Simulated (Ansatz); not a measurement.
A run of Ansatz 0.2.0 is set up as follows.

input.yaml

```yaml
crystal:
  lattice:
    - [0.0, 2.22200033, 2.22200033]
    - [2.22200033, 0.0, 2.22200033]
    - [2.22200033, 2.22200033, 0.0]
  atoms:
    - { symbol: Mn, position: [0.0, 0.0, 0.0], spin: 4.0 }
    - { symbol: O, position: [0.5, 0.5, 0.5] }
hamiltonian:
  xc: pbe
  pseudopotentials: { kind: paw }
magnetization:
  spin_polarized: true
  initial_magnetization: 4.0
  spin_locking: { lock_magnetization: hard }
kpoints:
  mp_grid: { grid: [9, 9, 9] }
scf:
  occupations: { method: fermi_dirac, width: 0.05 }
  lower_state_search: "off"
output:
  forces: true
  stress: true
  eigenvalues: true
```

Potentials or basis: Ansatz PAW.

Command:

```console
$ ansatz run input.yaml --threads 2 --pin off --max-ram 5632MiB --backend cpu --events-out ev --progress --plain --runs-dir out
```

Task: Estimate the pressure.

Result: -12.5 GPa.

Caveat: the pressure holds a Pulay correction of +0.6 GPa for the finite cutoff; the total moment is fixed, so each spin has its own Fermi level; a cell with one magnetic atom can't hold antiferromagnetic order, which such compounds often take; the thresholds are loose for stress.
